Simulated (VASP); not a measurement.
# MgSe (Fm-3m) in VASP: a series of runs

The runs below take MgSe through single point, with PBE.

All numbers are computed with VASP 6.6.1; they aren't measurements. Logs are shortened: lines on timing, memory, paths and dates and some standing lists are left out, and cuts for length are marked.

**1. The structure**

It takes space group Fm-3m (No. 225, cubic). The conventional cell has a = 5.414 Å, b = 5.414 Å, c = 5.414 Å, α = 90.00°, β = 90.00°, γ = 90.00°. Around Mg (site symmetry m-3m) lie 6 Se at 2.71 Å. Around Se (site symmetry m-3m) lie 6 Mg at 2.71 Å.

**2. Single point, PBE**

File INCAR:

```
SYSTEM = MgSe
PREC = Accurate ; ENCUT = 520
EDIFF = 1E-7 ; ISMEAR = 0
SIGMA = 0.01 ; LREAL = .FALSE.
LASPH = .TRUE. ; NELM = 100
ALGO = Fast ; ISIF = 2
LWAVE = .FALSE. ; LCHARG = .FALSE.
GGA = PE ; NBANDS = 11
```

File KPOINTS:

```
regular mesh
0
G
  5 5 5
  0 0 0
```

File POSCAR:

```
MgSe
1.0
    0.0000000000      2.7072075025      2.7072075025
    2.7072075025      0.0000000000      2.7072075025
    2.7072075025      2.7072075025      0.0000000000
Mg Se
1 1
Direct
    0.0000000000      0.0000000000      0.0000000000
    0.5000000000      0.5000000000      0.5000000000
```

Potentials or basis: VASP PAW PBE potentials, release 64 (Mg, Se).

The run is started by

```bash
cat potpaw_PBE.64/Mg/POTCAR potpaw_PBE.64/Se/POTCAR > POTCAR
mpirun -np 1 vasp_std > vasp.out
```

OUTCAR:

```text
SYSTEM = MgSe
   PREC = Accurate
   ENCUT = 520
   EDIFF = 1E-7
   ISMEAR = 0
   LREAL = .FALSE.
   LASPH = .TRUE.
   NELM = 100
   ISIF = 2
   GGA = PE

 ion  position               nearest neighbor table
   1  0.000  0.000  0.000-   2 2.71   2 2.71   2 2.71   2 2.71   2 2.71   2 2.71
   2  0.500  0.500  0.500-   1 2.71   1 2.71   1 2.71   1 2.71   1 2.71   1 2.71

  LATTYP: Found a face centered cubic cell.
 ALAT       =     5.4144150050

  Lattice vectors:

 A1 = (   0.0000000000,   2.7072075025,   2.7072075025)
 A2 = (   2.7072075025,   0.0000000000,   2.7072075025)
 A3 = (   2.7072075025,   2.7072075025,   0.0000000000)

Analysis of symmetry for initial positions (statically):
=====================================================================
 Subroutine PRICEL returns:
 Original cell was already a primitive cell.

 Routine SETGRP: Setting up the symmetry group for a
 face centered cubic supercell.

 Subroutine GETGRP returns: Found 48 space group operations
 (whereof 48 operations were pure point group operations)
 out of a pool of 48 trial point group operations.

The static configuration has the point symmetry O_h .

Analysis of symmetry for dynamics (positions and initial velocities):
=====================================================================
 Subroutine PRICEL returns:
 Original cell was already a primitive cell.

 Routine SETGRP: Setting up the symmetry group for a
 face centered cubic supercell.

 Subroutine GETGRP returns: Found 48 space group operations
 (whereof 48 operations were pure point group operations)
 out of a pool of 48 trial point group operations.

The dynamic configuration has the point symmetry O_h .

 Subroutine INISYM returns: Found 48 space group operations
 (whereof 48 operations are pure point group operations),
 and found     1 'primitive' translations

----------------------------------------------------------------------------------------

                                     Primitive cell

  volume of cell :      39.6821

  direct lattice vectors                    reciprocal lattice vectors
     0.000000000  2.707207503  2.707207503    -0.184692160  0.184692160  0.184692160
     2.707207503  0.000000000  2.707207503     0.184692160 -0.184692160  0.184692160
     2.707207503  2.707207503  0.000000000     0.184692160  0.184692160 -0.184692160

  length of vectors
     3.828569566  3.828569566  3.828569566     0.319896204  0.319896204  0.319896204

  position of ions in fractional coordinates (direct lattice)
     0.000000000  0.000000000  0.000000000
     0.500000000  0.500000000  0.500000000

  ion indices of the primitive-cell ions
   primitive index   ion index
                 1           1
                 2           2

----------------------------------------------------------------------------------------

 KPOINTS: regular mesh

Automatic generation of k-mesh.
 Grid dimensions read from file:
 generate k-points for:    5    5    5

 Generating k-lattice:

  Cartesian coordinates                     Fractional coordinates (reciprocal lattice)
    -0.036938432  0.036938432  0.036938432     0.200000000  0.000000000  0.000000000
     0.036938432 -0.036938432  0.036938432     0.000000000  0.200000000  0.000000000
     0.036938432  0.036938432 -0.036938432     0.000000000  0.000000000  0.200000000

  Length of vectors
     0.063979241  0.063979241  0.063979241

  Shift w.r.t. Gamma in fractional coordinates (k-lattice)
     0.000000000  0.000000000  0.000000000

 Subroutine IBZKPT returns following result:
 ===========================================

 Found     10 irreducible k-points:

 Following reciprocal coordinates:
            Coordinates               Weight
  0.000000  0.000000  0.000000      1.000000
  0.200000  0.000000  0.000000      8.000000
  0.400000  0.000000  0.000000      8.000000
  0.200000  0.200000  0.000000      6.000000
  0.400000  0.200000  0.000000     24.000000
 -0.400000  0.200000  0.000000     24.000000
 -0.200000  0.200000  0.000000     12.000000
  0.400000  0.400000  0.000000      6.000000
 -0.400000  0.400000  0.000000     12.000000
 -0.400000  0.400000  0.200000     24.000000
   k-points           NKPTS =     10   k-points in BZ     NKDIM =     10   number of bands    NBANDS=     11
   number of dos      NEDOS =    301   number of ions     NIONS =      2
   total plane-waves  NPLWV =  21952
   dimension x,y,z NGX =    28 NGY =   28 NGZ =   28
   dimension x,y,z NGXF=    56 NGYF=   56 NGZF=   56
   ions per type =               1   1
   NGX,Y,Z   is equivalent  to a cutoff of  12.16, 12.16, 12.16 a.u.
   NGXF,Y,Z  is equivalent  to a cutoff of  24.32, 24.32, 24.32 a.u.
 SYSTEM =  MgSe
   PREC   = accura    normal or accurate (medium, high low for compatibility)
   ISTART =      0    job   : 0-new  1-cont  2-samecut
   ICHARG =      2    charge: 1-file 2-atom 10-const
   ISPIN  =      1    spin polarized calculation?
   LNONCOLLINEAR =      F non collinear calculations
   LSORBIT =      F    spin-orbit coupling
   LASPH  =      T    aspherical Exc in radial PAW
   ENCUT  =  520.0 eV  38.22 Ry    6.18 a.u.   7.12  7.12  7.12*2*pi/ulx,y,z
   NELM   =    100;   NELMIN=  2; NELMDL= -5     # of ELM steps
   EDIFF  = 0.1E-06   stopping-criterion for ELM
   LREAL  =      F    real-space projection
   EDIFFG = 0.1E-05   stopping-criterion for IOM
   NSW    =      0    number of steps for IOM
   IBRION =     -1    ionic relax: 0-MD 1-quasi-New 2-CG
   NFREE  =      0    steps in history (QN), initial steepest desc. (CG)
   ISIF   =      2    stress and relaxation
   ISYM   =      2    0-nonsym 1-usesym 2-fastsym
   POTIM  = 0.5000    time-step for ionic-motion
   TEBEG  =    0.0;   TEEND  =   0.0 temperature during run
   PSTRESS=    0.0 pullay stress
   NELECT =       8.0000    total number of electrons
   NUPDOWN=      -1.0000    fix difference up-down
   EMIN   =  10.00;   EMAX   =-10.00  energy-range for DOS
   EFERMI =   0.00;   METHOD = LEGACY
   ISMEAR =     0;   SIGMA  =   0.01  broadening in eV -4-tet -1-fermi 0-gaus
   EFERMI_NEDOS =   21; number of points for ismear=-14 and -15
   IALGO  =     68    algorithm
   IMIX   =      4    mixing-type and parameters
     AMIX     =   0.40;   BMIX     =  1.00
     AMIX_MAG =   1.60;   BMIX_MAG =  1.00
  volume/ion in A,a.u.               =      19.84       133.89
  Fermi-wavevector in a.u.,A,eV,Ry     =   0.959931  1.814006 12.537323  0.921467
  Thomas-Fermi vector in A             =   2.089170
   LORBIT       =      0    0 simple, 1 ext, 2 COOP (PROOUT), +10 PAW based schemes
   GGA     = PE    functional components
   LHFCALC =     F    Hartree Fock is set to
   AEXX    =    0.0000 exact exchange contribution
   IVDW    =     0    specifies the selected vdW correction
   LEPSILON=     F    determine dielectric tensor
   LRPA    =     F    only Hartree local field effects (RPA)
 non-spin polarized calculation
 RMM-DIIS sequential band-by-band and
 Gauss-broadening in eV      SIGMA  =   0.01
  energy-cutoff  :      520.00
  volume of cell :       39.68
 maximum number of plane-waves:      1074
   NGX = 15   NGY = 15   NGZ = 15

 number of electron       7.9999999 magnetization

 Free energy of the ion-electron system (eV)
  ---------------------------------------------------
  ext. energy  EPLUGINS =         0.00000000
  ---------------------------------------------------
  free energy    TOTEN  =        -7.45139785 eV

  energy without entropy =       -7.45139785  energy(sigma->0) =       -7.45139785

 E-fermi :   3.5071     XC(G=0):  -9.5681

 val. band max:        3.4128556908   @ k =   0.0000   0.0000   0.0000
 cond. band min:       5.6518275849   @ k =   0.4000   0.4000   0.0000
 fundamental gap:      2.2389718942
 Fermi energy:         3.5070976269

 k-point     1 :       0.0000    0.0000    0.0000
  band No.  band energies     occupation
      1      -9.6450      2.00000
      2       3.4129      2.00000
      3       3.4129      2.00000
      4       3.4129      2.00000
      5       6.1440      0.00000
      6      10.8083      0.00000
      7      10.8083      0.00000
      8      10.8083      0.00000
      9      13.4115      0.00000
     10      13.4115      0.00000
     11      14.4077      0.00000

 k-point     2 :       0.2000    0.0000    0.0000
  band No.  band energies     occupation
      1      -9.3057      2.00000
      2       1.0560      2.00000
      3       3.1745      2.00000
      4       3.1745      2.00000
      5       7.5590      0.00000
      6      10.7771      0.00000
      7      10.8450      0.00000
      8      10.8450      0.00000
      9      12.5127      0.00000
     10      12.5127      0.00000
     11      13.8068      0.00000

 k-point     3 :       0.4000    0.0000    0.0000
  band No.  band energies     occupation
      1      -8.6169      2.00000
      2      -1.2918      2.00000
      3       2.8539      2.00000
      4       2.8539      2.00000
      5       7.3369      0.00000
      6       9.6915      0.00000
      7       9.6915      0.00000
      8      12.2704      0.00000
      9      14.1463      0.00000
     10      15.4565      0.00000
     11      15.4565      0.00000

 k-point     4 :       0.2000    0.2000    0.0000
  band No.  band energies     occupation
      1      -9.1966      2.00000
      2       1.2253      2.00000
      3       2.6235      2.00000
      4       2.6235      2.00000
      5       8.0763      0.00000
      6       8.9656      0.00000
      7      10.3254      0.00000
      8      12.4178      0.00000
      9      12.4178      0.00000
     10      14.0740      0.00000
     11      16.1250      0.00000

 k-point     5 :       0.4000    0.2000    0.0000
  band No.  band energies     occupation
      1      -8.6155      2.00000
      2      -0.5093      2.00000
      3       1.8430      2.00000
      4       2.2580      2.00000
      5       7.4517      0.00000
      6       9.3846      0.00000
      7      10.7758      0.00000
      8      11.6317      0.00000
      9      14.5365      0.00000
     10      16.3909      0.00000
     11      16.5566      0.00000

 k-point     6 :      -0.4000    0.2000    0.0000
  band No.  band energies     occupation
      1      -8.3327      2.00000
      2      -1.1673      2.00000
      3       1.1292      2.00000
      4       2.4757      2.00000
      5       7.7051      0.00000
      6       9.6954      0.00000
      7      10.5780      0.00000
      8      12.9010      0.00000
      9      14.6556      0.00000
     10      15.2961      0.00000
     11      15.9586      0.00000

 k-point     7 :      -0.2000    0.2000    0.0000
  band No.  band energies     occupation
      1      -8.8379      2.00000
      2      -0.0711      2.00000
      3       1.6111      2.00000
      4       3.0547      2.00000
      5       8.8417      0.00000
      6       9.8773      0.00000
      7      10.4198      0.00000
      8      10.4382      0.00000
      9      12.3865      0.00000
     10      16.0516      0.00000
     11      16.2402      0.00000

 k-point     8 :       0.4000    0.4000    0.0000
  band No.  band energies     occupation
      1      -8.3138      2.00000
      2      -0.6849      2.00000
      3       1.7043      2.00000
      4       1.7043      2.00000
      5       5.6518      0.00000
      6       7.4950      0.00000
      7      14.1068      0.00000
      8      15.0671      0.00000
      9      15.0671      0.00000
     10      15.6783      0.00000
     11      20.3427      0.00000

 k-point     9 :      -0.4000    0.4000    0.0000
  band No.  band energies     occupation
      1      -8.1251      2.00000
      2      -0.6483      2.00000
      3       0.3519      2.00000
      4       1.8057      2.00000
      5       6.1746      0.00000
      6       8.9354      0.00000
      7      13.0245      0.00000
      8      13.9194      0.00000
      9      14.4308      0.00000
     10      17.0146      0.00000
     11      19.4782      0.00000

 k-point    10 :      -0.4000    0.4000    0.2000
  band No.  band energies     occupation
      1      -8.2117      2.00000
      2      -0.5432      2.00000
      3       0.5299      2.00000
      4       1.4551      2.00000
      5       7.8177      0.00000
      6      10.0147      0.00000
      7      10.1270      0.00000
      8      12.9148      0.00000
      9      15.5094      0.00000
     10      15.8087      0.00000
     11      19.1984      0.00000

------------------------ aborting loop because EDIFF is reached ----------------------------------------

  FORCE on cell =-STRESS in cart. coord.  units (eV):
  Direction    XX          YY          ZZ          XY          YZ          ZX
  --------------------------------------------------------------------------------------
  -------------------------------------------------------------------------------------
  Total        0.8625838      0.8625838      0.8625838      0.0000000      0.0000000      0.0000000
  in kB       34.8270941     34.8270941     34.8270941      0.0000000      0.0000000      0.0000000
  external PRESSURE =      34.8270941 kB  Pullay stress =       0.0000000 kB

 VOLUME and BASIS-vectors are now :
 -----------------------------------------------------------------------------
  energy-cutoff  :      520.00
  volume of cell :       39.68
      direct lattice vectors                 reciprocal lattice vectors
     0.000000000  2.707207503  2.707207503    -0.184692160  0.184692160  0.184692160
     2.707207503  0.000000000  2.707207503     0.184692160 -0.184692160  0.184692160
     2.707207503  2.707207503  0.000000000     0.184692160  0.184692160 -0.184692160

 POSITION                                       TOTAL-FORCE (eV/Angst)
 -----------------------------------------------------------------------------------
      0.00000      0.00000      0.00000         0.000000     -0.000000     -0.000000
      2.70721      2.70721      2.70721        -0.000000      0.000000      0.000000
 -----------------------------------------------------------------------------------
    total drift:                                0.000000      0.000000      0.000000

  FREE ENERGIE OF THE ION-ELECTRON SYSTEM (eV)
  ---------------------------------------------------
  free  energy   TOTEN  =        -7.4513978494 eV

  energy  without entropy=       -7.4513978494  energy(sigma->0) =       -7.45139785
```

Wall time 3.5 s (1 thread of Intel Xeon 6975P-C (Granite Rapids), shared host); peak memory 0.15 GiB.

Results:

| Property | Result |
| --- | --- |
| Free energy | -7.4514 eV |
| Pressure | 3.5 GPa |
| Band gap on the k mesh | 2.24 eV, indirect (least direct gap 2.73 eV) |

Caveat: an odd mesh through Γ misses points on the zone boundary, where band edges often lie. PBE gaps usually lie below the measured ones, often by a third to a half.

**3. Single point, PBE**

This run uses another cell than the first one, of 21.06 Å³/atom, 1.061 times its volume.

File INCAR:

```
SYSTEM = MgSe
PREC = Accurate
ENCUT = 520
EDIFF = 1E-7
ISMEAR = 0
SIGMA = 0.01
LREAL = .FALSE.
LASPH = .TRUE.
NELM = 60
ALGO = Normal
ISIF = 2
LWAVE = .FALSE.
LCHARG = .FALSE.
GGA = PE
NBANDS = 11
```

KPOINTS is that of step 2.

File POSCAR:

```
MgSe
1.0
    0.0000000000      2.7613659551      2.7613659551
    2.7613659551      0.0000000000      2.7613659551
    2.7613659551      2.7613659551      0.0000000000
Mg Se
1 1
Direct
    0.0000000000      0.0000000000      0.0000000000
    0.5000000000      0.5000000000      0.5000000000
```

Potentials or basis: VASP PAW PBE potentials, release 64 (Mg, Se).

The run is started by

```bash
cat potpaw_PBE.64/Mg/POTCAR potpaw_PBE.64/Se/POTCAR > POTCAR
mpirun -np 1 vasp_std > vasp.out
```

Wall time 4 s (1 thread of Intel Xeon 6975P-C (Granite Rapids), shared host); peak memory 0.16 GiB.

Results (log left out):

- Free energy: -7.4726 eV
- Pressure: -0.5 GPa
- Band gap on the k mesh: 2.13 eV, indirect (least direct gap 2.33 eV)

Levels at points of the mesh, in eV from the valence-band top:
| k point | band 2 | band 3 | band 4 | band 5 | band 6 | band 7 |
| --- | --- | --- | --- | --- | --- | --- |
| (0.00, 0.00, 0.00) | 0.00 | 0.00 | 0.00 | 2.33 | 7.42 | 7.42 |

Caveat: an odd mesh through Γ misses points on the zone boundary, where band edges often lie.

**4. Single point, PBE**

This run uses another cell than the first one, of 19.23 Å³/atom, 0.969 times its volume.

File INCAR:

```
SYSTEM = MgSe
PREC     = Accurate       ! precision mode
ENCUT    = 520            ! plane-wave cutoff, eV
EDIFF    = 1E-6           ! SCF threshold, eV
ISMEAR   = 0              ! smearing method
SIGMA    = 0.01           ! smearing width, eV
LREAL    = .FALSE.        ! projectors in reciprocal space
LASPH    = .TRUE.         ! aspherical terms in the spheres
NELM     = 100            ! most SCF steps
ALGO     = Fast           ! electronic algorithm
ISIF     = 2              ! what is computed and relaxed
LWAVE    = .FALSE.        ! write WAVECAR
LCHARG   = .FALSE.        ! write CHGCAR
GGA      = PE             ! functional
NBANDS   = 11             ! bands
```

KPOINTS is that of step 3.

File POSCAR:

```
MgSe
1.0
    0.0000000000      2.6792961588      2.6792961588
    2.6792961588      0.0000000000      2.6792961588
    2.6792961588      2.6792961588      0.0000000000
Mg Se
1 1
Direct
    0.0000000000      0.0000000000      0.0000000000
    0.5000000000      0.5000000000      0.5000000000
```

The run is started by

```bash
cat potpaw_PBE.64/Mg/POTCAR potpaw_PBE.64/Se/POTCAR > POTCAR
mpirun -np 1 vasp_std > vasp.out
```

Run time: 3.3 s. Hardware: 1 thread of Intel Xeon 6975P-C (Granite Rapids), shared host; peak memory 0.15 GiB.

The run converged. Its results:

```
Free energy            : -7.4158 eV
Pressure               : 6.0 GPa
Band gap on the k mesh : 2.29 eV, indirect (least direct gap 2.95 eV)
```

Levels at points of the mesh, in eV from the valence-band top:
| k point | band 1 | band 2 | band 3 | band 4 | band 5 | band 6 | band 7 | band 8 |
| --- | --- | --- | --- | --- | --- | --- | --- | --- |
| (0.00, 0.00, 0.00) | -13.24 | 0.00 | 0.00 | 0.00 | 2.95 | 7.38 | 7.38 | 7.38 |

Caveat: an odd mesh through Γ misses points on the zone boundary, where band edges often lie.

**5. Single point, PBE**

This run uses another cell than the first one, of 21.66 Å³/atom, 1.092 times its volume.

File INCAR:

```
ALGO = Fast
EDIFF = 1E-6
ENCUT = 520
GGA = PE
ISIF = 2
ISMEAR = 0
LASPH = True
LCHARG = False
LREAL = False
LWAVE = False
NBANDS = 11
NELM = 60
PREC = Accurate
SIGMA = 0.01
```

File KPOINTS:

```
k-points
0
Gamma
  5 5 5
```

File POSCAR:

```
MgSe
1.0
    0.0000000000      2.7876662614      2.7876662614
    2.7876662614      0.0000000000      2.7876662614
    2.7876662614      2.7876662614      0.0000000000
Mg Se
1 1
Direct
    0.0000000000      0.0000000000      0.0000000000
    0.5000000000      0.5000000000      0.5000000000
```

The run is started by

```bash
cat potpaw_PBE.64/Mg/POTCAR potpaw_PBE.64/Se/POTCAR > POTCAR
mpirun -np 1 vasp_std > vasp.out
```

Wall time 3.7 s (1 thread of Intel Xeon 6975P-C (Granite Rapids), shared host); peak memory 0.15 GiB.

It converged, with:

```
Free energy            : -7.4627 eV
Pressure               : -2.1 GPa
Band gap on the k mesh : 2.08 eV, indirect (least direct gap 2.16 eV)
```

Levels at points of the mesh, in eV from the valence-band top:
```
           k point  band 2  band 3  band 4  band 5  band 6  band 7
(0.00, 0.00, 0.00)    0.00    0.00    0.00    2.16    7.42    7.42
```

Caveat: an odd mesh through Γ misses points on the zone boundary, where band edges often lie.

**6. Overview**

```tsv
cell	gap on the mesh (eV)	pressure (GPa)
Fm-3m, 19.84 Å³/atom	2.24	3.5
Fm-3m, 21.06 Å³/atom	2.13	-0.5
Fm-3m, 19.23 Å³/atom	2.29	6.0
Fm-3m, 21.66 Å³/atom	2.08	-2.1
```

Alike in all rows: task single point; level PBE; potentials or basis VASP PAW PBE potentials, release 64 (Mg, Se); no spin polarisation; k mesh 5 × 5 × 5; cutoff (eV) 520; smearing gaussian 0.01 eV.

On the cell as given the gap runs from 2.08 eV (PBE) to 2.29 eV (PBE).

Caveats: an odd mesh through Γ misses points on the zone boundary, where band edges often lie.

Total energies depend on the potentials used, so only differences within one code and one set of settings carry meaning.
